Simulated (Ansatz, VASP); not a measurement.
This is a calculation of KBr for Ansatz 0.2.0.

The input input.yaml:

```yaml
crystal:
  lattice:
    - [0.0, 3.2326341588, 3.2326341588]
    - [3.2326341588, 0.0, 3.2326341588]
    - [3.2326341588, 3.2326341588, 0.0]
  atoms:
    - { symbol: Br, position: [0.5, 0.5, 0.5] }
    - { symbol: K, position: [0.0, 0.0, 0.0] }
kpoints:
  mp_grid: { grid: [7, 7, 7] }
scf:
  occupations: { method: fermi_dirac, width: 0.05 }
hamiltonian:
  xc: pbesol
  pseudopotentials: { kind: all_electron, lapw: { basis_error: 0.0005 } }
output:
  forces: true
  stress: true
  eigenvalues: true
```

Potentials or basis: all-electron LAPW, scalar-relativistic.

Launch:

```sh
$ ansatz run input.yaml --threads 1 --pin off --max-ram 3072MiB --backend cpu --events-out ev --progress --plain --runs-dir out
```

Task: Translate it to VASP 6.6.1. Potentials there: VASP PAW PBE potentials, release 64 (Br, K_sv).

Result: As run (the cutoff follows the program's own potentials):

File INCAR:

```
PREC = Accurate
ENCUT = 520
EDIFF = 1E-7
ISMEAR = -1
SIGMA = 0.05
LREAL = F
LASPH = T
NELM = 80
ALGO = Normal
ISIF = 2
LWAVE = F
LCHARG = F
GGA = PS
NBANDS = 15
```

File KPOINTS:

```
regular mesh
0
Gamma
  7 7 7
```

POSCAR

```
KBr
1.0
    0.0000000000      3.2326341588      3.2326341588
    3.2326341588      0.0000000000      3.2326341588
    3.2326341588      3.2326341588      0.0000000000
Br K
1 1
Direct
    0.5000000000      0.5000000000      0.5000000000
    0.0000000000      0.0000000000      0.0000000000
```

Potentials or basis: VASP PAW PBE potentials, release 64 (Br, K_sv).

Command:

```sh
$ cat potpaw_PBE.64/Br/POTCAR potpaw_PBE.64/K_sv/POTCAR > POTCAR
$ mpirun -np 1 vasp_std > vasp.out
```

Both were run:

|  | VASP | Ansatz | Ansatz less VASP |
| --- | --- | --- | --- |
| gap on the k mesh at the Fermi level (eV) | 4.44 | 4.44 | +0.003 |
| least direct gap on the mesh (eV) | 4.44 | 4.44 | +0.003 |
| pressure (GPa) | 0.7 | 0.7 | -0.07 |

Ansatz ran all-electron here, so the differences hold the error of VASP's frozen core and of both bases.

Caveats: the PAW data sets were made with another functional, which shifts forces and pressure a little (VASP).
